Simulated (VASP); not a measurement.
Input of a VASP 6.6.1 run:

Contents of INCAR:

```
ALGO = Normal
DIPOL = 0.5 0.5 0.500
EDIFF = 1E-6
ENCUT = 520
GGA = PE
ICORELEVEL = 1
IDIPOL = 3
ISIF = 2
ISMEAR = 1
KPAR = 4
LASPH = T
LCHARG = F
LDIPOL = T
LREAL = F
LVACPOTAV = T
LVHAR = T
LWAVE = F
NBANDS = 51
NELM = 80
PREC = Accurate
SIGMA = 0.1
```

The input KPOINTS:

```
k-points
0
Gamma
  14 9 1
```

POSCAR

```
Ru                                      
1.0
    2.7179493500      0.0000000000      0.0000000000
    0.0000000000      4.3005680000      0.0000000000
    0.0000000000      0.0000000000     20.4922311900
  Ru            
     6
Direct
     0.9999995699999999    0.7500000000000000    0.3726253244431644
     0.5000005899999991    0.2500000000000000    0.4037429855752476
     0.4999996299999978    0.7500000000000000    0.4818506234646791
     0.0000006400000032    0.2500000000000000    0.5181493765353210
     0.9999996800000019    0.7500000000000000    0.5962570144247523
     0.5000007000000011    0.2500000000000000    0.6273746755568356
```

Potentials or basis: VASP PAW PBE potentials, release 64 (Ru_pv).

The run is started by

```bash
$ cat potpaw_PBE.64/Ru_pv/POTCAR > POTCAR
$ mpirun -np 4 vasp_std > vasp.out
```

(1) What does it give for the largest force?

(2) Predict the work function of the upper face.

(3) What does it give for the band gap on the k mesh?

(4) What does it give for the work function of the lower face?

Results:

(1) 0.007 eV/Å.

(2) 4.81 eV.

(3) none (metal or under the smearing width).

(4) 4.81 eV.
